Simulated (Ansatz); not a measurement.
# 128-atom supercell of rocksalt CdO

What do PBEsol, HSE06 and r²SCAN give for the perfect crystal in this cell, and at what cost?

Method: density functional theory in Ansatz 0.2.0, PAW datasets, plane waves.

### 1 The system as built

128 atoms (64 O, 64 Cd); a = 13.267 Å, b = 13.267 Å, c = 13.267 Å, α = 60.00°, β = 60.00°, γ = 60.00°.

The runs, in order: (2) PBEsol cell relaxation at the single k point (½, ½, ½), on 1 × NVIDIA GB300 with 8 threads of Arm Neoverse-V2; (3) HSE06 single point at the Γ point alone, on 1 × NVIDIA GB300 with 8 threads of Arm Neoverse-V2; (4) r²SCAN single point at the Γ point alone, on 1 × NVIDIA GB300 with 8 threads of Arm Neoverse-V2.

### 2 Relaxing cell and atoms with PBEsol

Input file in.yaml:

```yaml
crystal:
  lattice:
    - [0.000000, 9.381147, 9.381147]
    - [9.381147, 0.000000, 9.381147]
    - [9.381147, 9.381147, 0.000000]
  atoms:
    - { symbol: O, position: [0.375000, 0.125000, 0.125000] }
    - { symbol: O, position: [0.875000, 0.125000, 0.125000] }
    - { symbol: O, position: [0.125000, 0.375000, 0.375000] }
    - { symbol: O, position: [0.375000, 0.625000, 0.125000] }
    - { symbol: O, position: [0.375000, 0.125000, 0.625000] }
    - { symbol: O, position: [0.625000, 0.375000, 0.375000] }
    - { symbol: O, position: [0.875000, 0.625000, 0.125000] }
    - { symbol: O, position: [0.875000, 0.125000, 0.625000] }
    - { symbol: O, position: [0.125000, 0.875000, 0.375000] }
    - { symbol: O, position: [0.125000, 0.375000, 0.875000] }
    - { symbol: O, position: [0.375000, 0.625000, 0.625000] }
    - { symbol: O, position: [0.625000, 0.875000, 0.375000] }
    - { symbol: O, position: [0.625000, 0.375000, 0.875000] }
    - { symbol: O, position: [0.875000, 0.625000, 0.625000] }
    - { symbol: O, position: [0.125000, 0.875000, 0.875000] }
    - { symbol: O, position: [0.625000, 0.875000, 0.875000] }
    - { symbol: O, position: [0.125000, 0.375000, 0.125000] }
    - { symbol: O, position: [0.375000, 0.125000, 0.375000] }
    - { symbol: O, position: [0.625000, 0.375000, 0.125000] }
    - { symbol: O, position: [0.875000, 0.125000, 0.375000] }
    - { symbol: O, position: [0.125000, 0.875000, 0.125000] }
    - { symbol: O, position: [0.125000, 0.375000, 0.625000] }
    - { symbol: O, position: [0.375000, 0.625000, 0.375000] }
    - { symbol: O, position: [0.625000, 0.875000, 0.125000] }
    - { symbol: O, position: [0.375000, 0.125000, 0.875000] }
    - { symbol: O, position: [0.625000, 0.375000, 0.625000] }
    - { symbol: O, position: [0.875000, 0.625000, 0.375000] }
    - { symbol: O, position: [0.875000, 0.125000, 0.875000] }
    - { symbol: O, position: [0.125000, 0.875000, 0.625000] }
    - { symbol: O, position: [0.375000, 0.625000, 0.875000] }
    - { symbol: O, position: [0.625000, 0.875000, 0.625000] }
    - { symbol: O, position: [0.875000, 0.625000, 0.875000] }
    - { symbol: O, position: [0.125000, 0.125000, 0.375000] }
    - { symbol: O, position: [0.375000, 0.375000, 0.125000] }
    - { symbol: O, position: [0.625000, 0.125000, 0.375000] }
    - { symbol: O, position: [0.875000, 0.375000, 0.125000] }
    - { symbol: O, position: [0.125000, 0.625000, 0.375000] }
    - { symbol: O, position: [0.375000, 0.875000, 0.125000] }
    - { symbol: O, position: [0.125000, 0.125000, 0.875000] }
    - { symbol: O, position: [0.375000, 0.375000, 0.625000] }
    - { symbol: O, position: [0.625000, 0.625000, 0.375000] }
    - { symbol: O, position: [0.875000, 0.875000, 0.125000] }
    - { symbol: O, position: [0.625000, 0.125000, 0.875000] }
    - { symbol: O, position: [0.875000, 0.375000, 0.625000] }
    - { symbol: O, position: [0.125000, 0.625000, 0.875000] }
    - { symbol: O, position: [0.375000, 0.875000, 0.625000] }
    - { symbol: O, position: [0.625000, 0.625000, 0.875000] }
    - { symbol: O, position: [0.875000, 0.875000, 0.625000] }
    - { symbol: O, position: [0.125000, 0.125000, 0.125000] }
    - { symbol: O, position: [0.625000, 0.125000, 0.125000] }
    - { symbol: O, position: [0.125000, 0.625000, 0.125000] }
    - { symbol: O, position: [0.125000, 0.125000, 0.625000] }
    - { symbol: O, position: [0.375000, 0.375000, 0.375000] }
    - { symbol: O, position: [0.625000, 0.625000, 0.125000] }
    - { symbol: O, position: [0.625000, 0.125000, 0.625000] }
    - { symbol: O, position: [0.875000, 0.375000, 0.375000] }
    - { symbol: O, position: [0.125000, 0.625000, 0.625000] }
    - { symbol: O, position: [0.375000, 0.875000, 0.375000] }
    - { symbol: O, position: [0.375000, 0.375000, 0.875000] }
    - { symbol: O, position: [0.625000, 0.625000, 0.625000] }
    - { symbol: O, position: [0.875000, 0.875000, 0.375000] }
    - { symbol: O, position: [0.875000, 0.375000, 0.875000] }
    - { symbol: O, position: [0.375000, 0.875000, 0.875000] }
    - { symbol: O, position: [0.875000, 0.875000, 0.875000] }
    - { symbol: Cd, position: [0.000000, 0.000000, 0.000000] }
    - { symbol: Cd, position: [0.500000, 0.000000, 0.000000] }
    - { symbol: Cd, position: [0.000000, 0.500000, 0.000000] }
    - { symbol: Cd, position: [0.000000, 0.000000, 0.500000] }
    - { symbol: Cd, position: [0.250000, 0.250000, 0.250000] }
    - { symbol: Cd, position: [0.500000, 0.500000, 0.000000] }
    - { symbol: Cd, position: [0.500000, 0.000000, 0.500000] }
    - { symbol: Cd, position: [0.750000, 0.250000, 0.250000] }
    - { symbol: Cd, position: [0.000000, 0.500000, 0.500000] }
    - { symbol: Cd, position: [0.250000, 0.750000, 0.250000] }
    - { symbol: Cd, position: [0.250000, 0.250000, 0.750000] }
    - { symbol: Cd, position: [0.500000, 0.500000, 0.500000] }
    - { symbol: Cd, position: [0.750000, 0.750000, 0.250000] }
    - { symbol: Cd, position: [0.750000, 0.250000, 0.750000] }
    - { symbol: Cd, position: [0.250000, 0.750000, 0.750000] }
    - { symbol: Cd, position: [0.750000, 0.750000, 0.750000] }
    - { symbol: Cd, position: [0.000000, 0.000000, 0.250000] }
    - { symbol: Cd, position: [0.250000, 0.250000, 0.000000] }
    - { symbol: Cd, position: [0.500000, 0.000000, 0.250000] }
    - { symbol: Cd, position: [0.750000, 0.250000, 0.000000] }
    - { symbol: Cd, position: [0.000000, 0.500000, 0.250000] }
    - { symbol: Cd, position: [0.250000, 0.750000, 0.000000] }
    - { symbol: Cd, position: [0.000000, 0.000000, 0.750000] }
    - { symbol: Cd, position: [0.250000, 0.250000, 0.500000] }
    - { symbol: Cd, position: [0.500000, 0.500000, 0.250000] }
    - { symbol: Cd, position: [0.750000, 0.750000, 0.000000] }
    - { symbol: Cd, position: [0.500000, 0.000000, 0.750000] }
    - { symbol: Cd, position: [0.750000, 0.250000, 0.500000] }
    - { symbol: Cd, position: [0.000000, 0.500000, 0.750000] }
    - { symbol: Cd, position: [0.250000, 0.750000, 0.500000] }
    - { symbol: Cd, position: [0.500000, 0.500000, 0.750000] }
    - { symbol: Cd, position: [0.750000, 0.750000, 0.500000] }
    - { symbol: Cd, position: [0.000000, 0.250000, 0.000000] }
    - { symbol: Cd, position: [0.250000, 0.000000, 0.250000] }
    - { symbol: Cd, position: [0.500000, 0.250000, 0.000000] }
    - { symbol: Cd, position: [0.750000, 0.000000, 0.250000] }
    - { symbol: Cd, position: [0.000000, 0.750000, 0.000000] }
    - { symbol: Cd, position: [0.000000, 0.250000, 0.500000] }
    - { symbol: Cd, position: [0.250000, 0.500000, 0.250000] }
    - { symbol: Cd, position: [0.500000, 0.750000, 0.000000] }
    - { symbol: Cd, position: [0.250000, 0.000000, 0.750000] }
    - { symbol: Cd, position: [0.500000, 0.250000, 0.500000] }
    - { symbol: Cd, position: [0.750000, 0.500000, 0.250000] }
    - { symbol: Cd, position: [0.750000, 0.000000, 0.750000] }
    - { symbol: Cd, position: [0.000000, 0.750000, 0.500000] }
    - { symbol: Cd, position: [0.250000, 0.500000, 0.750000] }
    - { symbol: Cd, position: [0.500000, 0.750000, 0.500000] }
    - { symbol: Cd, position: [0.750000, 0.500000, 0.750000] }
    - { symbol: Cd, position: [0.250000, 0.000000, 0.000000] }
    - { symbol: Cd, position: [0.750000, 0.000000, 0.000000] }
    - { symbol: Cd, position: [0.000000, 0.250000, 0.250000] }
    - { symbol: Cd, position: [0.250000, 0.500000, 0.000000] }
    - { symbol: Cd, position: [0.250000, 0.000000, 0.500000] }
    - { symbol: Cd, position: [0.500000, 0.250000, 0.250000] }
    - { symbol: Cd, position: [0.750000, 0.500000, 0.000000] }
    - { symbol: Cd, position: [0.750000, 0.000000, 0.500000] }
    - { symbol: Cd, position: [0.000000, 0.750000, 0.250000] }
    - { symbol: Cd, position: [0.000000, 0.250000, 0.750000] }
    - { symbol: Cd, position: [0.250000, 0.500000, 0.500000] }
    - { symbol: Cd, position: [0.500000, 0.750000, 0.250000] }
    - { symbol: Cd, position: [0.500000, 0.250000, 0.750000] }
    - { symbol: Cd, position: [0.750000, 0.500000, 0.500000] }
    - { symbol: Cd, position: [0.000000, 0.750000, 0.750000] }
    - { symbol: Cd, position: [0.500000, 0.750000, 0.750000] }
kpoints:
  mp_grid: { grid: [1, 1, 1], shift: [0.5, 0.5, 0.5] }
hamiltonian:
  xc: pbesol
scf:
  occupations: { method: fermi_dirac, width: 0.01 }
relax:
  f_tol: 0.03
  max_steps: 80
  escape_saddle: false
  adjacent_minimum: "off"
  cell: { fix: [shape] }
output:
  forces: true
  eigenvalues: true
  populations: true
```

The runs that follow: Single point with HSE06; r²SCAN on the same atoms.

Q: Predict the outcome of this session. Wanted: for each run, top filled to lowest empty; energy; pressure.

**Answer**, as computed:

```
             level           time   k points  top filled to lowest empty (eV)  energy (eV/atom)  pressure (GPa)
PBEsol, relaxation      6 s (GPU)  (½, ½, ½)                             1.06        -4372.2419           -0.05
             HSE06  2.6 min (GPU)          Γ                             0.95        -4412.4255               -
            r²SCAN     10 s (GPU)          Γ                             0.10        -4418.3236               -
```

```
     quantity                                                                         value
   relaxation                                              2 recorded steps, 0.00 eV gained
largest shift                                                                        0.00 Å
 relaxed cell  a = 13.267 Å, b = 13.267 Å, c = 13.267 Å, α = 60.00°, β = 60.00°, γ = 60.00°
```

**In words.** The atoms kept their fractional positions, and energy and volume hardly changed. At the same k points, r²SCAN gives a spacing 0.85 eV smaller than the 0.95 eV of HSE06. The relaxation ran on other k points, so part of any difference from the later rows can come from the mesh. The price of HSE06 is about 15 times the time of r²SCAN here. With one k point the spacing samples only the states that fold onto it, so it can exceed the gap over the zone.
